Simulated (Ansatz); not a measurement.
# PbO: the cell at several levels of theory

One table from this session's results is given with a row withheld; the runs are named, their logs left out.

Program: Ansatz 0.2.0. PAW datasets, plane waves, zero pressure. The calculation is spin-unpolarised, and the structure need not be a phase that has been made.

## The cell

This is the cell as the run starts from it, not yet at rest; its lengths are not the crystal's.

The symmetry is P6_3mc (No. 186, hexagonal); conventional cell a = 3.299 Å, c = 5.387 Å, 12.69 Å³ an atom. Pb has 4 O at 2.02 Å; O has 4 Pb at 2.02 Å.

Coordinates:

```
Pb O
1.0
     3.29881    0.00000    0.00000
    -1.64940    2.85685    0.00000
     0.00000    0.00000    5.38696
Pb O
2 2
Direct
  0.33333 0.66667 0.00000
  0.66667 0.33333 0.50000
  0.33333 0.66667 0.37500
  0.66667 0.33333 0.87500
```

The first run:

File input.yaml:

```yaml
crystal:
  lattice:
    - [3.2988094863, 0.0, 0.0]
    - [-1.6494047431, 2.8568528173, 0.0]
    - [0.0, 0.0, 5.3869558911]
  atoms:
    - { symbol: Pb, position: [0.3333333333, 0.6666666667, 0.0] }
    - { symbol: Pb, position: [0.6666666667, 0.3333333333, 0.5] }
    - { symbol: O, position: [0.3333333333, 0.6666666667, 0.375] }
    - { symbol: O, position: [0.6666666667, 0.3333333333, 0.875] }
kpoints:
  mp_grid: { grid: [12, 12, 4] }
hamiltonian:
  xc: pbe
scf:
  occupations: { method: fermi_dirac, width: 0.02 }
relax:
  f_tol: 0.005
  cell: {}
```

Run with:

```sh
> ansatz run input.yaml --threads 2 --pin off --max-ram 2211MiB --backend cpu --events-out ev --progress --plain --runs-dir out
```

Steps of the session up to this table: PBE: cell and atoms; Relaxing with r2SCAN; Relaxing with PBEsol; Relaxing with LDA.

One table of the session follows, with a row left open; its other results are not shown here.

```
 level  a (Å)  c (Å)  volume (Å³/atom)
   PBE  4.198  5.856            22.346
r2SCAN  4.197  5.622            21.440
PBEsol      ?      ?                 ?
   LDA  4.139  5.474            20.302
```

Q: Estimate the row for PBEsol from the others.

The run gave: a (Å): 4.171; c (Å): 5.598; volume (Å³/atom): 21.084. In the column «a (Å)» it lies between LDA (4.139) and r2SCAN (4.197).

The first relaxation changed the volume by +76.1 % from the start. LDA gives the smallest cell and PBE the largest; they differ by 10.1 % in volume, a mean of 3.3 % in length. The meshes differ: PBE 12×12×4, r2SCAN 6×6×4, PBEsol 6×6×4, LDA 6×6×4.
